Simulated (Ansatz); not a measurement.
AlN in the rocksalt structure, relaxed with r2SCAN, was run in Ansatz 0.2.0 under altered settings. All numbers are computed, without spin polarisation but where a row says otherwise.

```
CELL_PARAMETERS angstrom
0.00000 2.01887 2.01887
2.01887 0.00000 2.01887
2.01887 2.01887 0.00000
ATOMIC_POSITIONS crystal
Al 0.00000 0.00000 0.00000
N 0.50000 0.50000 0.50000
```

The base run's other keys:
```yaml
kpoints:
  mp_grid: { grid: [6, 6, 6] }
hamiltonian:
  xc: hse06
scf:
  occupations: { method: fixed }
  n_extra_bands: 4
```

It takes 10 iterations with 331 plane waves at 420 eV and 16 k points, and leaves a mean stress of -1.54 GPa. The gap over this mesh is 6.082 eV. It ran on 4 threads of Arm Neoverse N1, with other jobs on the host.

Outcomes, with energy and stress as changes against the base:

| setting | outcome | ΔF (meV/atom) | Δ mean stress (GPa) | gap on the mesh (eV) | iterations | wall time |
| --- | --- | --- | --- | --- | --- | --- |
| hamiltonian.xc: wpbeh | converged | – | +0.9 | 6.079 | 11 | 4.5 s |
| PBE hybrid, exx coeff 0.15, omega 0.5 1/Å | converged | – | +4.0 | 5.123 | 9 | 4.5 s |
| PBE hybrid, exx coeff 0.5, unscreened | converged | – | -7.4 | 9.087 | 15 | 4.8 s |
| hamiltonian.xc: r2scan50 (cutoff then 500 eV) | converged | – | -8.3 | 9.321 | 13 | 6.6 s |
| scf.eigensolver.kind: dense | converged | 0.0 | 0.0 | 6.082 | 10 | 6.9 s |

A dash marks a value that wasn't obtained or can't be compared. Stress is positive in compression. The base took 4.6 s.

- hamiltonian.xc: wpbeh. The mean stress moves by +0.9 GPa and the gap on the mesh by -0.003 eV (to 6.079). It's another functional on the same cell, so totals aren't comparable.
- PBE hybrid, exx coeff 0.15, omega 0.5 1/Å. That is 15 % exact exchange, screened with ω = 0.5 1/Å, against HSE06's 25 % screened at 0.208 1/Å. The mean stress moves by +4.0 GPa and the gap on the mesh by -0.959 eV (to 5.123). Totals of different functionals aren't comparable.
- PBE hybrid, exx coeff 0.5, unscreened. That is 50 % exact exchange, at all ranges, against HSE06's 25 % screened at 0.208 1/Å. The mean stress moves by -7.4 GPa and the gap on the mesh by +3.005 eV (to 9.087). Totals of different functionals aren't comparable.
- hamiltonian.xc: r2scan50. The cutoff follows the functional, from 420 to 500 eV. The mean stress moves by -8.3 GPa and the gap on the mesh by +3.240 eV (to 9.321). It's another functional on the same cell, so totals aren't comparable.

Within 1 meV an atom, 0.1 GPa and 0.005 eV of the base stay: scf.eigensolver.kind: dense.

The program warns that its thresholds are loose for a hybrid's stress.

The meshes of the hybrids are coarse, so their gaps aren't converged to the digits shown.
